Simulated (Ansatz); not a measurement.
Runs of Ansatz 0.2.0 on Be. Symmetry: Im-3m, No. 229, cubic system. Conventional cell: a = 2.506 Å, b = 2.506 Å, c = 2.506 Å, α = 90.00°, β = 90.00°, γ = 90.00°. Be (site symmetry m-3m) has 8 Be at 2.17 Å as nearest neighbours. This isn't the form of Be at room conditions, which is hcp.

```tsv
task	level	potentials or basis	k mesh	cutoff (eV)	smearing	points for each segment of the path	mesh quality	gap on the mesh (eV)	pressure (GPa)
band structure	wPBEh	PseudoDojo stringent (PBE files)	9 × 9 × 9	1442	fermi-dirac 0.01 eV	4	coarse	none	(a)
single point	PBE0+D3(BJ)	Ansatz PAW	8 × 8 × 8	420	fermi-dirac 0.05 eV	-	coarse	none	-
density of states	PBEsol+D3(BJ)	Ansatz PAW earlier set	15 × 15 × 15	960	cold 0.05 eV	-	not flagged	none	-7.6
single point	PBEsol	Ansatz PAW	15 × 15 × 15	420	gaussian 0.1 eV	-	not flagged	none	-1.9
single point	PBE0+D4	Ansatz PAW earlier set	11 × 11 × 11	1007	fermi-dirac 0.01 eV	-	not flagged	none	-
```

Alike in all rows: no spin polarisation; cell as given.

Question: Estimate the missing entries.

Answer: (a) -0.8.

Caveats: some runs use coarse meshes; the PAW data sets come from PBE, with cores solved anew for the run's functional, which leaves a small shift of forces and pressure (some runs); pairwise dispersion overbinds metals, which lowers pressure and volume (some runs); the potentials were made for another functional, which shifts forces and pressure (some runs).

A k mesh can miss the band edges.

A gap of «none» marks a metal or a gap under the smearing width.

Not every run made on this cell is shown here.
